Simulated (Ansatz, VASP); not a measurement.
# AlN in two plane-wave programs, part 2 of 2

Aim: how closely do two programs agree when they are given the same cell, functional and k mesh? The cell is taken from a series of runs on this material, whose earlier steps may have relaxed, scaled, displaced or heated it; both programs get it as it stands.

VASP 6.6.1 and Ansatz 0.2.0.

So far: The structure; Ansatz: relaxation of cell and atoms, PBE with D4; VASP: relaxation of cell and atoms, PBE with D4; Comparison.

## Step 5: VASP: relaxation of cell and atoms, r2SCAN with rVV10

Level of this step: r2SCAN with rVV10; plane waves and PAW (Al, N) (VASP).

The relaxed volume is the usual yardstick between codes: in a stiff, nearly cubic crystal its relative difference is about their pressure difference at one cell divided by the bulk modulus.

INCAR

```
SYSTEM = AlN
PREC = Accurate
ENCUT = 660
EDIFF = 1E-07
NELM = 120
ISMEAR = -1
SIGMA = 0.05
LREAL = .FALSE.
ALGO = Normal
METAGGA = R2SCAN
LUSE_VDW = .TRUE.
IVDW_NL = 2
BPARAM = 11.95
CPARAM = 0.0093
LASPH = .TRUE.
NBANDS = 14
LORBIT = 11
LWAVE = .FALSE.
LCHARG = .FALSE.
ISIF = 3
IBRION = 2
NSW = 80
EDIFFG = -0.005
GGA_COMPAT = .FALSE.
NELMIN = 4
EFERMI = MIDGAP
LMIXTAU = .TRUE.
```

POSCAR

```
AlN
1.0
    3.0810000000      0.0000000000      0.0000000000
   -1.5405000000      2.6682240000      0.0000000000
    0.0000000000      0.0000000000      5.0310000000
Al N
2 2
Direct
    0.3333333333      0.6666666667      0.0000000000
    0.6666666667      0.3333333333      0.5000000000
    0.3333333333      0.6666666667      0.3820000000
    0.6666666667      0.3333333333      0.8820000000
```

KPOINTS

```
Automatic mesh
0
Gamma
10 10 5
0 0 0
```

PAW data sets: Al and N (PBE family, release 64).

On the command line:

```sh
mpirun -np 1 vasp_std
```

Numbers of over 12 decimals in the logs are rounded to 6 here.

Output:

```text
[banner, memory and clock lines left out]
running    1 mpi-ranks, on    1 nodes
[...]
|                                                                             |
|               ----> ADVICE to this user running VASP <----                  |
|                                                                             |
|     You have switched on vdW-DFT.                                           |
|     This routine was written and supplied by Jiri Klimes. We recommend      |
|     that you carefully read and cite the following publications:            |
|       J. Klimes, D.R. Bowler, A. Michelides                                 |
|          J. Phys.: Cond Matt. 22 022201 (2010)                              |
|       J. Klimes, D.R. Bowler, A. Michelides                                 |
|          Phys. Rev. B. 83, 195131 (2011)                                    |
|     and references therein.                                                 |
|                                                                             |

[...]
Total rVV10 correction in eV:      0.3719690    20.3831987
DAV:   7    -0.380811366848E+02   -0.11185E-05   -0.66340E-07  1488   0.939E-03    0.652E-04
Total rVV10 correction in eV:      0.3719712    20.3831987
DAV:   8    -0.380811373912E+02   -0.70645E-06   -0.12535E-07  1038   0.451E-03    0.324E-04
Total rVV10 correction in eV:      0.3719719    20.3831987
DAV:   9    -0.380811372295E+02    0.16168E-06   -0.35419E-08   720   0.230E-03    0.268E-04
Total rVV10 correction in eV:      0.3719719    20.3831987
DAV:  10    -0.380811373991E+02   -0.16954E-06   -0.13200E-08   708   0.147E-03    0.107E-04
Total rVV10 correction in eV:      0.3719716    20.3831987
DAV:  11    -0.380811373515E+02    0.47583E-07   -0.79019E-09   666   0.961E-04
Total rVV10 correction in eV:      0.3719715    20.3831987
Total rVV10 correction in eV:      0.3719714    20.3831987
   4 F= -.38081137E+02 E0= -.38081137E+02  d E =-.921182E-03
[... from here on, the cycles between the ionic steps are left out ...]
   5 F= -.38081249E+02 E0= -.38081249E+02  d E =-.103296E-02
   6 F= -.38081265E+02 E0= -.38081265E+02  d E =-.104859E-02
   7 F= -.38081316E+02 E0= -.38081316E+02  d E =-.511125E-04
   8 F= -.38081353E+02 E0= -.38081353E+02  d E =-.879751E-04
[...]
reached required accuracy - stopping structural energy minimisation
```

From OUTCAR (step 5):

```text
  Total       -0.0107613     -0.0107613     -0.0144575      0.0000000      0.0000000      0.0000000
  in kB       -0.4162591     -0.4162590     -0.5592290      0.0000000      0.0000000      0.0000000
  external PRESSURE =      -0.4639157 kB  Pullay stress =       0.0000000 kB

 POSITION                                       TOTAL-FORCE (eV/Angst)
 -----------------------------------------------------------------------------------
     -0.00000      1.79104      0.00071         0.000000     -0.000000      0.002449
      1.55109      0.89552      2.48568        -0.000000      0.000000      0.002449
     -0.00000      1.79104      1.89780         0.000000      0.000000     -0.002449
      1.55109      0.89552      4.38277        -0.000000     -0.000000     -0.002449
 -----------------------------------------------------------------------------------
    total drift:                               -0.000000      0.000000      0.001892

  FREE ENERGIE OF THE ION-ELECTRON SYSTEM (eV)
  ---------------------------------------------------
  free  energy   TOTEN  =       -38.0813527304 eV

  energy  without entropy=      -38.0813527304  energy(sigma->0) =      -38.08135273

[... 2 parts as in an earlier step ...]

[... 2 further parts left out ...]
[key lines of the parts left out:]
E-fermi :   8.4169
```

## Step 6: Ansatz: relaxation of cell and atoms, r2SCAN with rVV10

The same cell, functional, mesh and smearing now go to Ansatz, which takes its cutoff from its data sets.

The cell is taken from a series of runs on this material, whose earlier steps may have relaxed, scaled, displaced or heated it; both programs get it as it stands.

input.yaml

```yaml
crystal:
  lattice:
    - [3.081, 0.0, 0.0]
    - [-1.5405, 2.6682242691, 0.0]
    - [0.0, 0.0, 5.031]
  atoms:
    - { symbol: Al, position: [0.3333333333, 0.6666666667, 0.0] }
    - { symbol: Al, position: [0.6666666667, 0.3333333333, 0.5] }
    - { symbol: "N", position: [0.3333333333, 0.6666666667, 0.382] }
    - { symbol: "N", position: [0.6666666667, 0.3333333333, 0.882] }
kpoints:
  mp_grid: { grid: [10, 10, 5] }
scf:
  occupations: { method: fermi_dirac, width: 0.05 }
hamiltonian:
  xc: r2scan
  pseudopotentials: { kind: paw }
  dispersion: rvv10
relax:
  f_tol: 0.01
  max_steps: 60
  cell: { stress_tol: 0.02 }
output:
  forces: true
  stress: true
```

On the command line:

```sh
ansatz run input.yaml --threads 4 --pin off --max-ram 8192MiB --backend cpu --events-out ev --progress --plain --runs-dir out
```

Output:

```text
[...]
Crystal: 4 atoms, lattice volume = 41.359 Å³
Basis set: ecut = 500 eV, 1087 PW (Γ), exchange–correlation on 108×108×180 points (64 copies of the dense FFT grid, shifted against one another)
Bands: 12, of which v1, the nominal top of the filled ones, is band 8 counted from 1 (7 counted from 0)
Symmetry: 12 space group operations
[...]
--- Relaxed structure (4 steps of the walk, 4 accepted, 1 SCFs on fresh bases) ---
[...]
cell:  # Å, volume = 41.4692 Å³
    - [3.103469, 0.0, 0]
    - [-1.551734, 2.687683, 0]
    - [0, 0, 4.971645]
  atoms:
    - { symbol: Al, position: [0.333333, 0.666667, 0.000135479] }
    - { symbol: Al, position: [0.666667, 0.333333, 0.500135] }
    - { symbol: N, position: [0.333333, 0.666667, 0.381865] }
    - { symbol: N, position: [0.666667, 0.333333, 0.881865] }
[key lines of the parts left out:]
SCF converged after 5 iterations
Free energy (F): -1855.711037 eV
Fermi energy:    9.423583 eV
P = ⅓ Tr σ = -0.0005 GPa (-0.005 kbar)
```

## Step 7: Comparison

What differs besides the data sets and the points named for the pairs above, as far as they apply: VASP keeps PBE cores, Ansatz makes them for the functional; the cutoff is 500 eV in Ansatz and 660 eV in VASP. Total energies have different zeros and are not compared.

The two programs side by side:

| quantity | Ansatz | VASP | difference |
| --- | --- | --- | --- |
| volume (Å³) | 41.47 | 41.42 | +0.12 % |
| edge a after relaxation, in the typed setting (Å) | 3.103 | 3.102 | +0.04 % |
| edge c after relaxation, in the typed setting (Å) | 4.972 | 4.970 | +0.03 % |

## Step 8: Results

| Item | Value |
| --- | --- |
| difference in volume (relaxation of cell and atoms, PBE with D4) | 0.20 % |
| difference in volume (relaxation of cell and atoms, r2SCAN with rVV10) | 0.12 % |

**Reading.** The difference in volume is 0.20 % (relaxation of cell and atoms, PBE with D4), within the 1.2 % picked in this series as the mark of a large difference, as far as the stopping tolerances let one tell. 1 further run of this series is not shown here. Such differences can come from data sets, numerical settings and the points named under the comparisons, not from the functional's error against experiment.

[Lines on the potential files, build, host, timing and source positions are cut from VASP's logs without a mark.]

[Logs are printed without paths, hosts, clocks, repeated set-up lines and the standing remarks that a program may print on its own settings, such as how far it seeks lower states.]

[Hosts, paths, dates, database ids (printed as entryN), source tags and the programs' standing remarks are cut or masked in the printed files.]
